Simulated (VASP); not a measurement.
Input of a VASP 6.6.1 run:

The input INCAR:

```
ALGO = Normal
EDIFF = 1E-6
ENCUT = 520
ISIF = 2
ISMEAR = 0
LASPH = True
LCHARG = False
LMIXTAU = True
LREAL = False
LWAVE = False
METAGGA = R2SCAN
NELM = 100
PREC = Accurate
SIGMA = 0.02
```

KPOINTS

```
k-points
0
Gamma
  8 8 8
```

Contents of POSCAR:

```
Mg2Si                                   
1.0
   -0.0000000000      3.1636547457      3.1636547457
    3.1636547457      0.0000000000      3.1636547457
    3.1636547457      3.1636547457     -0.0000000000
  Si              Mg            
     1     2
Direct
     0.0000000000000000    1.0000000000000000    1.0000000000000000
     0.2500000000000000    0.2500000000000000    0.2500000000000000
     0.7500000000000000    0.7500000000000000    0.7500000000000000
```

Contents of KPOINTS_OPT:

```
path GXWKGLUWLK,UX
10
line-mode
reciprocal
 0.0000000000  0.0000000000  0.0000000000  G
 0.5000000000  0.0000000000  0.5000000000  X

 0.5000000000  0.0000000000  0.5000000000  X
 0.5000000000  0.2500000000  0.7500000000  W

 0.5000000000  0.2500000000  0.7500000000  W
 0.3750000000  0.3750000000  0.7500000000  K

 0.3750000000  0.3750000000  0.7500000000  K
 0.0000000000  0.0000000000  0.0000000000  G

 0.0000000000  0.0000000000  0.0000000000  G
 0.5000000000  0.5000000000  0.5000000000  L

 0.5000000000  0.5000000000  0.5000000000  L
 0.6250000000  0.2500000000  0.6250000000  U

 0.6250000000  0.2500000000  0.6250000000  U
 0.5000000000  0.2500000000  0.7500000000  W

 0.5000000000  0.2500000000  0.7500000000  W
 0.5000000000  0.5000000000  0.5000000000  L

 0.5000000000  0.5000000000  0.5000000000  L
 0.3750000000  0.3750000000  0.7500000000  K

 0.6250000000  0.2500000000  0.6250000000  U
 0.5000000000  0.0000000000  0.5000000000  X
```

Potentials or basis: VASP PAW PBE potentials, release 64 (Si, Mg).

The run is started by

```bash
$ cat potpaw_PBE.64/Si/POTCAR potpaw_PBE.64/Mg/POTCAR > POTCAR
$ mpirun -np 1 vasp_std > vasp.out
```

Problem. What does it give for the band gap along the path?

Solution. 0.44 eV, indirect (least direct gap 2.49 eV).

Problem. Predict the band gap on the k mesh.

Solution. 0.44 eV, indirect (least direct gap 2.49 eV).

Problem. Estimate the pressure.

Solution. 0.0 GPa.

Levels at the corners of the path, in eV from the valence-band top:
```csv
point,band 1,band 2,band 3,band 4,band 5,band 6,band 7,band 8
Γ,-9.57,0.00,0.00,0.00,2.53,2.85,2.85,2.85
X,-7.47,-4.57,-2.05,-2.05,0.44,0.76,8.72,8.72
X,-7.47,-4.57,-2.05,-2.05,0.44,0.76,8.72,8.72
W,-7.42,-3.70,-3.70,-2.76,2.98,4.01,4.01,4.37
W,-7.42,-3.70,-3.70,-2.76,2.98,4.01,4.01,4.37
K,-7.49,-4.13,-3.55,-1.71,1.00,3.37,6.35,6.62
K,-7.49,-4.13,-3.55,-1.71,1.00,3.37,6.35,6.62
Γ,-9.57,0.00,0.00,0.00,2.53,2.85,2.85,2.85
Γ,-9.57,0.00,0.00,0.00,2.53,2.85,2.85,2.85
L,-8.06,-4.93,-0.74,-0.74,1.76,2.83,2.83,5.65
L,-8.06,-4.93,-0.74,-0.74,1.76,2.83,2.83,5.65
U,-7.49,-4.13,-3.55,-1.71,1.00,3.37,6.35,6.62
U,-7.49,-4.13,-3.55,-1.71,1.00,3.37,6.35,6.61
W,-7.42,-3.70,-3.70,-2.76,2.98,4.01,4.01,4.37
W,-7.42,-3.70,-3.70,-2.76,2.98,4.01,4.01,4.37
L,-8.06,-4.93,-0.74,-0.74,1.76,2.83,2.83,5.65
L,-8.06,-4.93,-0.74,-0.74,1.76,2.83,2.83,5.65
K,-7.49,-4.13,-3.55,-1.71,1.00,3.37,6.35,6.62
U,-7.49,-4.13,-3.55,-1.71,1.00,3.37,6.35,6.62
X,-7.47,-4.57,-2.05,-2.05,0.44,0.76,8.72,8.80
```

Caveat: the PAW data sets were made with another functional, which shifts forces and pressure a little. r2SCAN opens gaps a little over a GGA but as a rule still falls short of measured ones.
